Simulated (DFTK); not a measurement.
ZrS2:

```
Zr S
1.0
     3.69138    0.00000    0.00000
    -1.84569    3.19683    0.00000
     0.00000    0.00000    6.04108
Zr S
1 2
Direct
  0.00000 0.00000 0.00000
  0.33333 0.66667 0.23791
  0.66667 0.33333 0.76209
```

The cell is a database's computed one.

Base run:

| Item | Value |
| --- | --- |
| Program | DFTK 0.8.2 |
| Functional | PBE |
| Potentials or basis | dojo.nc.sr.pbe.v0_4_1.standard.upf (PBE) |
| Cutoff | 898 eV |
| k mesh | 8 × 8 × 5 |
| Occupations | fermi-dirac, width 0.05 eV |
| Spin | no spin polarisation |

Its results: band gap on the k mesh 1.05 eV, indirect (least direct gap 1.63 eV); pressure 0.5 GPa; largest force 0.052 eV/Å.

Problem. The run is repeated on the same cell with these changes: functional from PBE to PBEsol; potentials or basis from dojo.nc.sr.pbe.v0_4_1.standard.upf (PBE) to dojo.nc.sr.pbesol.v0_4_1.standard.upf (PBEsol). What comes out?

Solution. Band gap on the k mesh 0.98 eV, indirect (least direct gap 1.58 eV); pressure -2.5 GPa; largest force 0.143 eV/Å.

Caveats: an odd mesh through Γ misses points on the zone boundary, where band edges often lie; this functional lacks dispersion, which binds the layers, so the pressure and a relaxed spacing across them are unreliable.

Not every run made on this cell is shown here.
